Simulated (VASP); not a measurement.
# PtS2 (P-3m1) in VASP: notebook, part 2 of 2

VASP 6.6.1.

## Step 3: Dielectric tensor, PBE

INCAR

```
  PREC = Normal
  ENCUT = 400
  EDIFF = 1E-8
  ISMEAR = 0
  SIGMA = 0.01
  LREAL = F
  LASPH = T
  NELM = 100
  ALGO = Normal
  ISIF = 2
  LWAVE = F
  LCHARG = F
  GGA = PE
  LEPSILON = T
```

KPOINTS

```
regular mesh
0
Gamma
  8 8 5
```

POSCAR

```
PtS2
1.0
    3.5432000000      0.0000000000      0.0000000000
   -1.7716000000      3.0685012107      0.0000000000
    0.0000000000      0.0000000000      5.0388000000
Pt S
1 2
Direct
    0.0000000000      0.0000000000      0.0000000000
    0.6666666667      0.3333333333      0.7730000000
    0.3333333333      0.6666666667      0.2270000000
```

Potentials or basis: VASP PAW PBE potentials, release 64 (Pt, S).

Run with:

```
$ cat potpaw_PBE.64/Pt/POTCAR potpaw_PBE.64/S/POTCAR > POTCAR
$ mpirun -np 1 vasp_std > vasp.out
```

OUTCAR:

```text
PREC = Normal
   ENCUT = 400
   EDIFF = 1E-8
   ISMEAR = 0
   LREAL = F
   LASPH = T
   NELM = 100
   ISIF = 2
   GGA = PE
   LEPSILON = T

 Found     40 irreducible k-points:

 Following reciprocal coordinates:
            Coordinates               Weight
  0.000000  0.000000  0.000000      1.000000
  0.125000  0.000000  0.000000      6.000000
  0.250000  0.000000  0.000000      6.000000
  0.375000  0.000000  0.000000      6.000000
  0.500000  0.000000  0.000000      3.000000
  0.125000  0.125000  0.000000      6.000000
   k-points           NKPTS =     40   k-points in BZ     NKDIM =     40   number of bands    NBANDS=     15
   number of dos      NEDOS =    301   number of ions     NIONS =      3
   total plane-waves  NPLWV =   9072
   dimension x,y,z NGX =    18 NGY =   18 NGZ =   28
   dimension x,y,z NGXF=    36 NGYF=   36 NGZF=   56
   ions per type =               1   2
   NGX,Y,Z   is equivalent  to a cutoff of   8.45,  8.45,  9.24 a.u.
   NGXF,Y,Z  is equivalent  to a cutoff of  16.89, 16.89, 18.48 a.u.
 SYSTEM =  unknown system
   PREC   = normal    normal or accurate (medium, high low for compatibility)
   ISTART =      0    job   : 0-new  1-cont  2-samecut
   ICHARG =      2    charge: 1-file 2-atom 10-const
   ISPIN  =      1    spin polarized calculation?
   LNONCOLLINEAR =      F non collinear calculations
   LSORBIT =      F    spin-orbit coupling
   LASPH  =      T    aspherical Exc in radial PAW
   ENCUT  =  400.0 eV  29.40 Ry    5.42 a.u.   5.78  5.78  8.22*2*pi/ulx,y,z
   NELM   =    100;   NELMIN=  2; NELMDL= -5     # of ELM steps
   EDIFF  = 0.1E-07   stopping-criterion for ELM
   LREAL  =      F    real-space projection
   EDIFFG = 0.1E-06   stopping-criterion for IOM
   NSW    =      0    number of steps for IOM
   IBRION =     -1    ionic relax: 0-MD 1-quasi-New 2-CG
   NFREE  =      0    steps in history (QN), initial steepest desc. (CG)
   ISIF   =      2    stress and relaxation
   ISYM   =      2    0-nonsym 1-usesym 2-fastsym
   POTIM  = 0.5000    time-step for ionic-motion
[... 185 lines left out ...]
           0.000000     0.000000    12.841396
 ------------------------------------------------------

 Free energy of the ion-electron system (eV)
  ---------------------------------------------------
  ---------------------------------------------------
  free energy    TOTEN  =        -2.83024428 eV

  energy without entropy =       -2.83024428

------------------------ aborting loop because EDIFF is reached ----------------------------------------

--------------------------------------- Ionic step        2  -------------------------------------------

------------------------ aborting loop because EDIFF is reached ----------------------------------------

--------------------------------------- Ionic step        3  -------------------------------------------

 Free energy of the ion-electron system (eV)
  ---------------------------------------------------
  ---------------------------------------------------
  free energy    TOTEN  =        -1.41934572 eV

  energy without entropy =       -1.41934572

------------------------ aborting loop because EDIFF is reached ----------------------------------------

 PIEZOELECTRIC TENSOR FIELD DIRECTION 3  (e Angst)
 -----------------------------------------------------------------------------
     0.00640  0.00000  0.00000           (  0.00007  0.00000  0.00000)
     0.00000  0.00640  0.00000           (  0.00000  0.00007  0.00000)
     0.00000 -0.00000 -0.01982           (  0.00000  0.00000 -0.00000)

 PIEZOELECTRIC TENSOR FIELD DIRECTION 3  (C/m^2)
 -----------------------------------------------------------------------------
     0.00187  0.00000  0.00000
     0.00000  0.00187  0.00000
     0.00000 -0.00000 -0.00580

 MACROSCOPIC STATIC DIELECTRIC TENSOR (including local field effects in DFT)
 ------------------------------------------------------
          18.369898     0.000000     0.000000
           0.000000    18.369898     0.000000
           0.000000     0.000000     9.973375
 ------------------------------------------------------

 PIEZOELECTRIC TENSOR (including local field effects)  for field in x, y, z        (e  Angst)
          XX          YY          ZZ          XY          YZ          ZX
  --------------------------------------------------------------------------------
  x     0.00000     0.00000     0.00000     0.00000     0.00000     0.00000
  y     0.00000     0.00000     0.00000     0.00000     0.00000     0.00000
  z     0.00000     0.00000     0.00000     0.00000     0.00000     0.00000

 PIEZOELECTRIC TENSOR (including local field effects)  for field in x, y, z        (C/m^2)
          XX          YY          ZZ          XY          YZ          ZX
  --------------------------------------------------------------------------------
  x     0.00000     0.00000     0.00000     0.00000     0.00000     0.00000
  y     0.00000     0.00000     0.00000     0.00000     0.00000     0.00000
  z     0.00000     0.00000     0.00000     0.00000     0.00000     0.00000

 BORN EFFECTIVE CHARGES (including local field effects) (in |e|, cummulative output)
 ---------------------------------------------------------------------------------
 ion    1
    1     2.96134     0.00000     0.00000
    2     0.00000     2.96134     0.00000
    3     0.00000     0.00000    -0.56509
 ion    2
    1    -1.48067     0.00000     0.00000
    2     0.00000    -1.48067    -0.00000
    3     0.00000     0.00000     0.28255
 ion    3
    1    -1.48067     0.00000     0.00000
    2     0.00000    -1.48067    -0.00000
    3     0.00000     0.00000     0.28255
```

OSZICAR:

```text
N       E                     dE             d eps       ncg     rms          rms(c)
[... 12 lines left out ...]
RMM:   7    -0.141895913287E+01   -0.20164E-02   -0.16317E-04  1960   0.758E-02    0.231E-02
RMM:   8    -0.141891926941E+01    0.39863E-04   -0.44534E-06  1995   0.195E-02    0.105E-02
RMM:   9    -0.141936474745E+01   -0.44548E-03    0.14240E-05  1956   0.101E-02    0.272E-03
RMM:  10    -0.141932222286E+01    0.42525E-04   -0.25449E-05  2077   0.201E-03    0.846E-04
RMM:  11    -0.141933800282E+01   -0.15780E-04    0.70676E-06  2008   0.889E-04    0.418E-04
RMM:  12    -0.141934721948E+01   -0.92167E-05    0.23925E-06  1972   0.443E-04    0.112E-04
RMM:  13    -0.141934553092E+01    0.16886E-05    0.18286E-06  1404   0.135E-04    0.399E-05
RMM:  14    -0.141934579102E+01   -0.26010E-06    0.16447E-07  1191   0.120E-04    0.119E-05
RMM:  15    -0.141934571500E+01    0.76017E-07    0.56050E-09   481   0.859E-05    0.344E-06
```

Wall time 95 s (1 thread of Intel Xeon Platinum 8559C (Emerald Rapids), shared host); peak memory 0.24 GiB.

The run converged, but some of its settings lie outside the range that counts as converged, so its numbers aren't taken as properties of the crystal.

What came out:

| Quantity | Value |
| --- | --- |
| Band gap on the k mesh | 0.98 eV, indirect (least direct gap 1.02 eV) |
| Electronic dielectric tensor (diagonal) | 18.37, 18.37, 9.97 |
| Born charges (mean of the diagonal) | Pt +1.79; S -0.89 e |

Caveat: spin-orbit coupling is left out, which moves the levels of the heavy elements; an odd mesh through Γ misses points on the zone boundary, where band edges often lie.

## Step 4: Dielectric tensor, PBE

Changes to INCAR since step 3:

```diff
@@ -1,2 +1,2 @@
-  PREC = Normal
+  PREC = Accurate
   ENCUT = 400
@@ -4,3 +4,3 @@
   ISMEAR = 0
-  SIGMA = 0.01
+  SIGMA = 0.1
   LREAL = F
```

KPOINTS is that of step 3.

POSCAR is that of step 3.

Potentials or basis: VASP PAW PBE potentials, release 64 (Pt, S).

Run with:

```
$ cat potpaw_PBE.64/Pt/POTCAR potpaw_PBE.64/S/POTCAR > POTCAR
$ mpirun -np 1 vasp_std > vasp.out
```

OUTCAR:

```text
PREC = Accurate
   ENCUT = 400
   EDIFF = 1E-8
   ISMEAR = 0
   LREAL = F
   LASPH = T
   NELM = 100
   ISIF = 2
   GGA = PE
   LEPSILON = T

 Found     40 irreducible k-points:

 Following reciprocal coordinates:
            Coordinates               Weight
  0.000000  0.000000  0.000000      1.000000
  0.125000  0.000000  0.000000      6.000000
  0.250000  0.000000  0.000000      6.000000
  0.375000  0.000000  0.000000      6.000000
  0.500000  0.000000  0.000000      3.000000
  0.125000  0.125000  0.000000      6.000000
   k-points           NKPTS =     40   k-points in BZ     NKDIM =     40   number of bands    NBANDS=     15
   number of dos      NEDOS =    301   number of ions     NIONS =      3
   total plane-waves  NPLWV =  20736
   dimension x,y,z NGX =    24 NGY =   24 NGZ =   36
   dimension x,y,z NGXF=    48 NGYF=   48 NGZF=   72
   ions per type =               1   2
[... 250 lines left out ...]
          18.369898     0.000000     0.000000
           0.000000    18.369898     0.000000
           0.000000    -0.000000     9.973375
 ------------------------------------------------------

 PIEZOELECTRIC TENSOR (including local field effects)  for field in x, y, z        (e  Angst)
          XX          YY          ZZ          XY          YZ          ZX
  --------------------------------------------------------------------------------
  x     0.00000     0.00000     0.00000     0.00000     0.00000     0.00000
  y     0.00000     0.00000     0.00000     0.00000     0.00000     0.00000
  z     0.00000     0.00000     0.00000     0.00000     0.00000     0.00000

 PIEZOELECTRIC TENSOR (including local field effects)  for field in x, y, z        (C/m^2)
          XX          YY          ZZ          XY          YZ          ZX
  --------------------------------------------------------------------------------
  x     0.00000     0.00000     0.00000     0.00000     0.00000     0.00000
  y     0.00000     0.00000     0.00000     0.00000     0.00000     0.00000
  z     0.00000     0.00000     0.00000     0.00000     0.00000     0.00000

 BORN EFFECTIVE CHARGES (including local field effects) (in |e|, cummulative output)
 ---------------------------------------------------------------------------------
 ion    1
    1     2.96137     0.00000     0.00000
    2     0.00000     2.96137     0.00000
    3     0.00000     0.00000    -0.56502
 ion    2
    1    -1.48068     0.00000     0.00000
    2     0.00000    -1.48068     0.00000
    3     0.00000     0.00000     0.28251
 ion    3
    1    -1.48068     0.00000     0.00000
    2     0.00000    -1.48068     0.00000
    3     0.00000     0.00000     0.28251
```

stdout:

```text
POSCAR found type information on POSCAR PtS
 POSCAR found :  2 types and       3 ions
 scaLAPACK will be used
 LDA part: xc-table for (Slater+PW92), standard interpolation
 POSCAR, INCAR and KPOINTS ok, starting setup
 FFT: planning ... GRIDC
 FFT: planning ... GRID_SOFT
 FFT: planning ... GRID
 WAVECAR not read
 entering main loop
 Linear response reoptimize wavefunctions to high precision
 Linear response G [H, r] |phi>, progress :
  Direction:   1
 Linear response G [H, r] |phi>, progress :
  Direction:   2
 Linear response G [H, r] |phi>, progress :
  Direction:   3
 Linear response to external field (no local field effect), progress :
  Direction:   1
 dielectric tensor                  component  1 :    21.226     1.297    -1.208
 Linear response to external field (no local field effect), progress :
  Direction:   2
 dielectric tensor                  component  2 :     1.297    17.979    -1.936
 Linear response to external field (no local field effect), progress :
  Direction:   3
 dielectric tensor                  component  3 :    -1.208    -1.936    12.841
 Linear response to external field, progress :
  Direction:   1
 dielectric tensor                  component  1 :    18.370     0.207     0.892
 Linear response to external field, progress :
  Direction:   2
 dielectric tensor                  component  2 :     0.209    18.370     0.000
 Linear response to external field, progress :
  Direction:   3
 dielectric tensor                  component  3 :    -1.290    -1.836     9.973
 Born effective charges drift removed
```

It took 2.1 min on 1 thread of Intel Xeon Platinum 8559C (Emerald Rapids), shared host; peak memory 0.26 GiB.

The run converged, but some of its settings lie outside the range that counts as converged, so its numbers aren't taken as properties of the crystal.

What came out:

| Property | Result |
| --- | --- |
| Band gap on the k mesh | 0.98 eV, indirect (least direct gap 1.02 eV) |
| Electronic dielectric tensor (diagonal) | 18.37, 18.37, 9.97 |
| Born charges (mean of the diagonal) | Pt +1.79; S -0.89 e |

Caveat: spin-orbit coupling is left out, which moves the levels of the heavy elements; an odd mesh through Γ misses points on the zone boundary, where band edges often lie.

## Step 5: Dielectric tensor, PBE

Changes to INCAR since step 4:

```diff
@@ -1,6 +1,6 @@
   PREC = Accurate
-  ENCUT = 400
+  ENCUT = 460
   EDIFF = 1E-8
   ISMEAR = 0
-  SIGMA = 0.1
+  SIGMA = 0.01
   LREAL = F
```

KPOINTS is that of step 4.

POSCAR is that of step 4.

Potentials or basis: VASP PAW PBE potentials, release 64 (Pt, S).

Run with:

```
$ cat potpaw_PBE.64/Pt/POTCAR potpaw_PBE.64/S/POTCAR > POTCAR
$ mpirun -np 1 vasp_std > vasp.out
```

OUTCAR:

```text
PREC = Accurate
   ENCUT = 460
   EDIFF = 1E-8
   ISMEAR = 0
   LREAL = F
   LASPH = T
   NELM = 100
   ISIF = 2
   GGA = PE
   LEPSILON = T

 Found     40 irreducible k-points:

 Following reciprocal coordinates:
            Coordinates               Weight
  0.000000  0.000000  0.000000      1.000000
  0.125000  0.000000  0.000000      6.000000
  0.250000  0.000000  0.000000      6.000000
  0.375000  0.000000  0.000000      6.000000
  0.500000  0.000000  0.000000      3.000000
  0.125000  0.125000  0.000000      6.000000
   k-points           NKPTS =     40   k-points in BZ     NKDIM =     40   number of bands    NBANDS=     15
   number of dos      NEDOS =    301   number of ions     NIONS =      3
   total plane-waves  NPLWV =  28224
   dimension x,y,z NGX =    28 NGY =   28 NGZ =   36
   dimension x,y,z NGXF=    56 NGYF=   56 NGZF=   72
   ions per type =               1   2
[... 250 lines left out ...]
          18.367756     0.000000     0.000000
           0.000000    18.367756     0.000000
           0.000000    -0.000000     9.971732
 ------------------------------------------------------

 PIEZOELECTRIC TENSOR (including local field effects)  for field in x, y, z        (e  Angst)
          XX          YY          ZZ          XY          YZ          ZX
  --------------------------------------------------------------------------------
  x     0.00000     0.00000     0.00000     0.00000     0.00000     0.00000
  y     0.00000     0.00000     0.00000     0.00000     0.00000     0.00000
  z     0.00000     0.00000     0.00000     0.00000     0.00000     0.00000

 PIEZOELECTRIC TENSOR (including local field effects)  for field in x, y, z        (C/m^2)
          XX          YY          ZZ          XY          YZ          ZX
  --------------------------------------------------------------------------------
  x     0.00000     0.00000     0.00000     0.00000     0.00000     0.00000
  y     0.00000     0.00000     0.00000     0.00000     0.00000     0.00000
  z     0.00000     0.00000     0.00000     0.00000     0.00000     0.00000

 BORN EFFECTIVE CHARGES (including local field effects) (in |e|, cummulative output)
 ---------------------------------------------------------------------------------
 ion    1
    1     2.96099     0.00000     0.00000
    2     0.00000     2.96099     0.00000
    3     0.00000     0.00000    -0.56528
 ion    2
    1    -1.48049     0.00000     0.00000
    2     0.00000    -1.48049     0.00000
    3    -0.00000    -0.00000     0.28264
 ion    3
    1    -1.48049     0.00000     0.00000
    2     0.00000    -1.48049     0.00000
    3     0.00000    -0.00000     0.28264
```

Run time: 3.4 min. Hardware: 1 thread of Intel Xeon Platinum 8559C (Emerald Rapids), shared host; peak memory 0.3 GiB.

The run converged, but some of its settings lie outside the range that counts as converged, so its numbers aren't taken as properties of the crystal.

Results:

```
Band gap on the k mesh                  : 0.98 eV, indirect (least direct gap 1.02 eV)
Electronic dielectric tensor (diagonal) : 18.37, 18.37, 9.97
Born charges (mean of the diagonal)     : Pt +1.79; S -0.89 e
```

Caveat: spin-orbit coupling is left out, which moves the levels of the heavy elements; an odd mesh through Γ misses points on the zone boundary, where band edges often lie.

## Step 6: The reference run

An earlier run on the cell as given: functional PBEsol; potentials or basis VASP PAW PBE potentials, release 64 (Pt, S); cutoff 520 eV; k mesh 9 × 9 × 5; occupations fermi-dirac, width 0.05 eV; no spin polarisation.

- Pressure: 6.1 GPa
- Largest force: 0.930 eV/Å
- Band gap on the k mesh: 0.96 eV, indirect (least direct gap 1.00 eV)
